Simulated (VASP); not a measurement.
A run of VASP 6.6.1 is set up as follows.

File INCAR:

```
SYSTEM = Se
  PREC = Accurate
  ENCUT = 520
  EDIFF = 1E-7
  ISMEAR = 0
  SIGMA = 0.1
  LREAL = .FALSE.
  LASPH = .TRUE.
  NELM = 60
  ALGO = Normal
  ISIF = 3
  LWAVE = .FALSE.
  LCHARG = .FALSE.
  GGA = PS
  IBRION = 2
  NSW = 80
  EDIFFG = -0.002
  PSTRESS = 2500
```

Contents of KPOINTS:

```
regular mesh
0
G
  6 6 6
  0 0 0
```

The input POSCAR:

```
Se                                      
1.0
    1.8712449395      1.0803637958      0.8797785639
   -1.8712449395      1.0803637958      0.8797785639
    0.0000000000     -2.1607275921      0.8797785642
  Se            
     1
Direct
     0.0000000000000000    0.0000000000000000    0.0000000000000000
```

Potentials or basis: VASP PAW PBE potentials, release 64 (Se).

Launch:

```bash
$ cat potpaw_PBE.64/Se/POTCAR > POTCAR
$ mpirun -np 1 vasp_std > vasp.out
```

(1) What does it give for the relaxed cell?

(2) Predict the relaxed volume.

## Answers

(1) a = 2.303 Å, b = 2.303 Å, c = 2.303 Å, α = 108.22°, β = 108.22°, γ = 108.22°.

(2) 9.82 Å³/atom.

Caveat: the k mesh is coarse (spacing up to 0.51 Å⁻¹), so the values aren't converged; the cell is relaxed towards a set pressure, so the enthalpy falls and the energy may rise; the PAW data sets were made with another functional, which shifts forces and pressure a little.
